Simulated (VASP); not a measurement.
# Sr (Im-3m) in VASP: reference runs

Reference runs on Sr: the cell as given and a disturbed copy, then over a range of volumes.

Program: VASP 6.6.1. These are calculated values, not measurements. Logs are shortened: lines on timing, memory, paths and dates and some standing lists are left out, and cuts for length are marked.

### 1 The structure

Symmetry: Im-3m, No. 229, cubic system. Conventional cell: a = 4.870 Å, b = 4.870 Å, c = 4.870 Å, α = 90.00°, β = 90.00°, γ = 90.00°. Around Sr (site symmetry m-3m) lie 8 Sr at 4.22 Å.

This isn't the form of Sr at room conditions, which is fcc.

### 2 Single point, PBE

INCAR

```
PREC = Accurate ; ENCUT = 520
EDIFF = 1E-7 ; ISMEAR = -1
SIGMA = 0.05 ; LREAL = F
LASPH = T ; NELM = 80
ALGO = Normal ; ISIF = 2
LWAVE = F ; LCHARG = F
GGA = PE ; NBANDS = 11
```

KPOINTS

```
regular mesh
0
Gamma
  8 8 8
```

POSCAR

```
Sr
1.0
   -2.4350000000      2.4350000000      2.4350000000
    2.4350000000     -2.4350000000      2.4350000000
    2.4350000000      2.4350000000     -2.4350000000
Sr
1
Direct
    0.0000000000      0.0000000000      0.0000000000
```

Potentials or basis: VASP PAW PBE potentials, release 64 (Sr_sv).

The run is started by

```
> cat potpaw_PBE.64/Sr_sv/POTCAR > POTCAR
> mpirun -np 1 vasp_std > vasp.out
```

OUTCAR:

```text
PREC = Accurate
   ENCUT = 520
   EDIFF = 1E-7
   ISMEAR = -1
   LREAL = F
   LASPH = T
   NELM = 80
   ISIF = 2
   GGA = PE

 ion  position               nearest neighbor table
   1  0.000  0.000  0.000-

  LATTYP: Found a body centered cubic cell.
 ALAT       =     4.8700000000

  Lattice vectors:

 A1 = (  -2.4350000000,   2.4350000000,   2.4350000000)
 A2 = (   2.4350000000,  -2.4350000000,   2.4350000000)
 A3 = (   2.4350000000,   2.4350000000,  -2.4350000000)

Analysis of symmetry for initial positions (statically):
=====================================================================
 Subroutine PRICEL returns:
 Original cell was already a primitive cell.

 Routine SETGRP: Setting up the symmetry group for a
 body centered cubic supercell.

 Subroutine GETGRP returns: Found 48 space group operations
 (whereof 48 operations were pure point group operations)
 out of a pool of 48 trial point group operations.

The static configuration has the point symmetry O_h .

Analysis of symmetry for dynamics (positions and initial velocities):
=====================================================================
 Subroutine PRICEL returns:
 Original cell was already a primitive cell.

 Routine SETGRP: Setting up the symmetry group for a
 body centered cubic supercell.

 Subroutine GETGRP returns: Found 48 space group operations
 (whereof 48 operations were pure point group operations)
 out of a pool of 48 trial point group operations.

The dynamic configuration has the point symmetry O_h .

 Subroutine INISYM returns: Found 48 space group operations
 (whereof 48 operations are pure point group operations),
 and found     1 'primitive' translations

----------------------------------------------------------------------------------------

                                     Primitive cell

  volume of cell :      57.7507

  direct lattice vectors                    reciprocal lattice vectors
    -2.435000000  2.435000000  2.435000000     0.000000000  0.205338809  0.205338809
     2.435000000 -2.435000000  2.435000000     0.205338809  0.000000000  0.205338809
     2.435000000  2.435000000 -2.435000000     0.205338809  0.205338809  0.000000000

  length of vectors
     4.217543716  4.217543716  4.217543716     0.290392929  0.290392929  0.290392929

  position of ions in fractional coordinates (direct lattice)
     0.000000000  0.000000000  0.000000000

  ion indices of the primitive-cell ions
   primitive index   ion index
                 1           1

----------------------------------------------------------------------------------------

 KPOINTS: regular mesh

Automatic generation of k-mesh.
 Grid dimensions read from file:
 generate k-points for:    8    8    8

 Generating k-lattice:

  Cartesian coordinates                     Fractional coordinates (reciprocal lattice)
     0.000000000  0.025667351  0.025667351     0.125000000  0.000000000  0.000000000
     0.025667351  0.000000000  0.025667351     0.000000000  0.125000000  0.000000000
     0.025667351  0.025667351  0.000000000     0.000000000  0.000000000  0.125000000

  Length of vectors
     0.036299116  0.036299116  0.036299116

  Shift w.r.t. Gamma in fractional coordinates (k-lattice)
     0.000000000  0.000000000  0.000000000

 Subroutine IBZKPT returns following result:
 ===========================================

 Found     29 irreducible k-points:

 Following reciprocal coordinates:
            Coordinates               Weight
  0.000000  0.000000  0.000000      1.000000
  0.125000  0.000000  0.000000     12.000000
  0.250000  0.000000  0.000000     12.000000
  0.375000  0.000000  0.000000     12.000000
  0.500000  0.000000  0.000000      6.000000
  0.125000  0.125000  0.000000     24.000000
[... 21 lines left out ...]
  0.500000  0.500000  0.375000     12.000000
  0.500000  0.500000  0.500000      1.000000
   k-points           NKPTS =     29   k-points in BZ     NKDIM =     29   number of bands    NBANDS=     11
   number of dos      NEDOS =    301   number of ions     NIONS =      1
   total plane-waves  NPLWV =  32768
   dimension x,y,z NGX =    32 NGY =   32 NGZ =   32
   dimension x,y,z NGXF=    64 NGYF=   64 NGZF=   64
   ions per type =               1
   NGX,Y,Z   is equivalent  to a cutoff of  12.61, 12.61, 12.61 a.u.
   NGXF,Y,Z  is equivalent  to a cutoff of  25.23, 25.23, 25.23 a.u.
 SYSTEM =  unknown system
   PREC   = accura    normal or accurate (medium, high low for compatibility)
   ISTART =      0    job   : 0-new  1-cont  2-samecut
   ICHARG =      2    charge: 1-file 2-atom 10-const
   ISPIN  =      1    spin polarized calculation?
   LNONCOLLINEAR =      F non collinear calculations
   LSORBIT =      F    spin-orbit coupling
   LASPH  =      T    aspherical Exc in radial PAW
   ENCUT  =  520.0 eV  38.22 Ry    6.18 a.u.   7.84  7.84  7.84*2*pi/ulx,y,z
   NELM   =     80;   NELMIN=  2; NELMDL= -5     # of ELM steps
   EDIFF  = 0.1E-06   stopping-criterion for ELM
   LREAL  =      F    real-space projection
   EDIFFG = 0.1E-05   stopping-criterion for IOM
   NSW    =      0    number of steps for IOM
   IBRION =     -1    ionic relax: 0-MD 1-quasi-New 2-CG
   NFREE  =      0    steps in history (QN), initial steepest desc. (CG)
   ISIF   =      2    stress and relaxation
   ISYM   =      2    0-nonsym 1-usesym 2-fastsym
   POTIM  = 0.5000    time-step for ionic-motion
   TEBEG  =    0.0;   TEEND  =   0.0 temperature during run
   PSTRESS=    0.0 pullay stress
   NELECT =      10.0000    total number of electrons
   NUPDOWN=      -1.0000    fix difference up-down
   EMIN   =  10.00;   EMAX   =-10.00  energy-range for DOS
   EFERMI =   0.00;   METHOD = LEGACY
   ISMEAR =    -1;   SIGMA  =   0.05  broadening in eV -4-tet -1-fermi 0-gaus
   EFERMI_NEDOS =   21; number of points for ismear=-14 and -15
   IALGO  =     38    algorithm
   IMIX   =      4    mixing-type and parameters
     AMIX     =   0.40;   BMIX     =  1.00
     AMIX_MAG =   1.60;   BMIX_MAG =  1.00
  volume/ion in A,a.u.               =      57.75       389.72
  Fermi-wavevector in a.u.,A,eV,Ry     =   0.912478  1.724334 11.328437  0.832617
  Thomas-Fermi vector in A             =   2.036879
   LORBIT       =      0    0 simple, 1 ext, 2 COOP (PROOUT), +10 PAW based schemes
   GGA     = PE    functional components
   LHFCALC =     F    Hartree Fock is set to
   AEXX    =    0.0000 exact exchange contribution
   IVDW    =     0    specifies the selected vdW correction
   LEPSILON=     F    determine dielectric tensor
   LRPA    =     F    only Hartree local field effects (RPA)
 non-spin polarized calculation
  energy-cutoff  :      520.00
  volume of cell :       57.75
 maximum number of plane-waves:      1568
   NGX = 15   NGY = 15   NGZ = 15

 number of electron      10.0000000 magnetization

 Free energy of the ion-electron system (eV)
  ---------------------------------------------------
  ext. energy  EPLUGINS =         0.00000000
  ---------------------------------------------------
  free energy    TOTEN  =        -1.62942305 eV

  energy without entropy =       -1.62006553  energy(sigma->0) =       -1.62474429

 E-fermi :   1.4221     XC(G=0):  -7.2019

 val. band max:        1.3711975312   @ k =   0.5000   0.5000   0.3750
 cond. band min:       1.4374472129   @ k =   0.5000   0.5000   0.3750
 fundamental gap:      0.0662496817
 Fermi energy:         1.4220820407

 k-point     1 :       0.0000    0.0000    0.0000
  band No.  band energies     occupation
      1     -35.2900      2.00000
      2     -17.1836      2.00000
      3     -17.1836      2.00000
      4     -17.1836      2.00000
      5      -2.1435      2.00000
      6       3.7372      0.00000
      7       3.7372      0.00000
      8       3.7372      0.00000
      9       5.0033      0.00000
     10       5.0033      0.00000
     11       9.3156      0.00000

 k-point     2 :       0.1250    0.0000    0.0000
  band No.  band energies     occupation
      1     -35.2882      2.00000
      2     -17.2085      2.00000
      3     -17.1919      2.00000
      4     -17.1836      2.00000
      5      -1.8917      2.00000
      6       3.5263      0.00000
      7       3.5484      0.00000
      8       3.9792      0.00000
      9       4.7594      0.00000
     10       4.9965      0.00000
     11       9.5180      0.00000

 k-point     3 :       0.2500    0.0000    0.0000
  band No.  band energies     occupation
      1     -35.2840      2.00000
      2     -17.2677      2.00000
      3     -17.2118      2.00000
      4     -17.1835      2.00000
      5      -1.1881      2.00000
      6       2.8460      0.00000
      7       3.1051      0.00000
      8       4.6819      0.00000
      9       4.7665      0.00000
     10       5.0592      0.00000
     11       8.9571      0.00000

 k-point     4 :       0.3750    0.0000    0.0000
  band No.  band energies     occupation
      1     -35.2797      2.00000
      2     -17.3257      2.00000
      3     -17.2315      2.00000
      4     -17.1835      2.00000
      5      -0.2148      2.00000
      6       2.0665      0.00001
      7       2.7629      0.00000
      8       4.8781      0.00000
      9       5.2766      0.00000
     10       5.7493      0.00000
     11       7.5071      0.00000

 k-point     5 :       0.5000    0.0000    0.0000
  band No.  band energies     occupation
      1     -35.2780      2.00000
      2     -17.3494      2.00000
      3     -17.2396      2.00000
      4     -17.1835      2.00000
      5       0.4503      2.00000
      6       1.5828      0.07731
      7       2.6370      0.00000
      8       4.8039      0.00000
      9       5.4594      0.00000
     10       6.5996      0.00000
     11       7.0604      0.00000
[... 281 lines left out ...]
 k-point    26 :      -0.3750    0.5000    0.2500
  band No.  band energies     occupation
      1     -35.2723      2.00000
      2     -17.3134      2.00000
      3     -17.2908      2.00000
      4     -17.2523      2.00000
      5       1.2307      1.95737
      6       1.6414      0.02456
      7       2.9522      0.00000
      8       4.3048      0.00000
      9       4.7651      0.00000
     10       6.3570      0.00000
     11       6.6866      0.00000

 k-point    27 :      -0.3750    0.3750    0.3750
  band No.  band energies     occupation
      1     -35.2714      2.00000
      2     -17.2989      2.00000
      3     -17.2850      2.00000
      4     -17.2850      2.00000
      5       1.0691      1.99828
      6       1.6877      0.00981
      7       4.0571      0.00000
      8       4.0571      0.00000
      9       4.2106      0.00000
     10       5.7236      0.00000
     11       7.6328      0.00000

 k-point    28 :       0.5000    0.5000    0.3750
  band No.  band energies     occupation
      1     -35.2699      2.00000
      2     -17.3101      2.00000
      3     -17.2941      2.00000
      4     -17.2862      2.00000
      5       1.3712      1.46904
      6       1.4374      0.84755
      7       3.8547      0.00000
      8       4.2644      0.00000
      9       4.9882      0.00000
     10       6.2795      0.00000
     11       6.5908      0.00000

 k-point    29 :       0.5000    0.5000    0.5000
  band No.  band energies     occupation
      1     -35.2686      2.00000
      2     -17.3034      2.00000
      3     -17.3034      2.00000
      4     -17.3034      2.00000
      5       1.3487      1.62554
      6       1.3487      1.62554
      7       4.8505      0.00000
      8       4.8505      0.00000
      9       4.8505      0.00000
     10       6.2287      0.00000
     11       6.2287      0.00000

------------------------ aborting loop because EDIFF is reached ----------------------------------------

  FORCE on cell =-STRESS in cart. coord.  units (eV):
  Direction    XX          YY          ZZ          XY          YZ          ZX
  --------------------------------------------------------------------------------------
  -------------------------------------------------------------------------------------
  Total       -0.2520504     -0.2520504     -0.2520504      0.0000000     -0.0000000      0.0000000
  in kB       -6.9926396     -6.9926396     -6.9926396      0.0000000     -0.0000000      0.0000000
  external PRESSURE =      -6.9926396 kB  Pullay stress =       0.0000000 kB

 VOLUME and BASIS-vectors are now :
 -----------------------------------------------------------------------------
  energy-cutoff  :      520.00
  volume of cell :       57.75
      direct lattice vectors                 reciprocal lattice vectors
    -2.435000000  2.435000000  2.435000000     0.000000000  0.205338809  0.205338809
     2.435000000 -2.435000000  2.435000000     0.205338809  0.000000000  0.205338809
     2.435000000  2.435000000 -2.435000000     0.205338809  0.205338809  0.000000000

 POSITION                                       TOTAL-FORCE (eV/Angst)
 -----------------------------------------------------------------------------------
      0.00000      0.00000      0.00000         0.000000      0.000000     -0.000000
 -----------------------------------------------------------------------------------
    total drift:                                0.000000      0.000000     -0.000000

  FREE ENERGIE OF THE ION-ELECTRON SYSTEM (eV)
  ---------------------------------------------------
  free  energy   TOTEN  =        -1.6294230468 eV

  energy  without entropy=       -1.6200655279  energy(sigma->0) =       -1.62474429
```

Run time: 12 s. Hardware: 1 thread of Intel Xeon Platinum 8488C (Sapphire Rapids), shared host; peak memory 0.17 GiB.

Results:

```yaml
Free_energy: -1.6294 eV
Pressure: -0.7 GPa
Band_gap_on_the_k_mesh: none (metal or under the smearing width)
```

[end of part 1 of 3]
